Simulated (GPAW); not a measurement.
Runs of GPAW 26.7.0 on CdS (Greenockite). The structure is hexagonal, space group P6_3mc (No. 186). The conventional cell has a = 4.150 Å, b = 4.150 Å, c = 6.737 Å, α = 90.00°, β = 90.00°, γ = 120.00°. Cd (site symmetry 3m) is surrounded by 4 S at 2.53 to 2.54 Å. S (site symmetry 3m) has 4 Cd at 2.53 to 2.54 Å as nearest neighbours. 

| task | level | potentials or basis | cell | k mesh | cutoff (eV) | smearing | maxiter | optimizer | fmax | max steps | data set | mesh quality | gap on the mesh (eV) | pressure (GPa) | relaxed volume (Å³/atom) | largest force (eV/Å) |
| --- | --- | --- | --- | --- | --- | --- | --- | --- | --- | --- | --- | --- | --- | --- | --- | --- |
| relaxation of cell and atoms | PW91 | PAW data sets generated in the run's folder for this functional, pw | relaxed | 5 × 5 × 3 | 600 | fermi-dirac 0.05 eV | 150 | FIRE | 0.02 eV/Å | 40 | - | not flagged | 1.07 | -0.1 | 25.88 | 0.01 |
| single point | PBE | GPAW PAW data sets (gpaw-data 1.2.1), newer versions, pw | as given | 6 × 6 × 3 | 500 | fermi-dirac 0.05 eV | 80 | - | - | - | S v3 | not flagged | 1.18 | 1.6 | - | (b) |
| relaxation of cell and atoms | BP86 | PAW data sets generated in the run's folder for this functional, pw | relaxed | 5 × 5 × 3 | 600 | fermi-dirac 0.05 eV | 150 | BFGS | 0.02 eV/Å | 40 | - | not flagged | (a) | 0.0 | 26.02 | 0.01 |
| Born charges | AM05 | PAW data sets generated in the run's folder for this functional, pw | relaxed | 4 × 4 × 2 | 510 | fermi-dirac 0.01 eV | 150 | - | - | - | - | coarse | 1.18 | 0.0 | - | - |

Alike in all rows: no spin polarisation.

Q: Fill in the values left out.

A: (a) 1.01; (b) 0.07.

Caveats: some runs use coarse meshes; an odd mesh through Γ misses points on the zone boundary, where band edges often lie (some runs); later steps reuse the first step's grids (some runs); the cutoff is short for stress and forces, so pressures can be off by a GPa or more (some runs); the LO-TO splitting is left out (some runs).

A k mesh can miss the band edges, and the runs leave out spin-orbit coupling on Cd.

Not every run made on this cell is shown here.
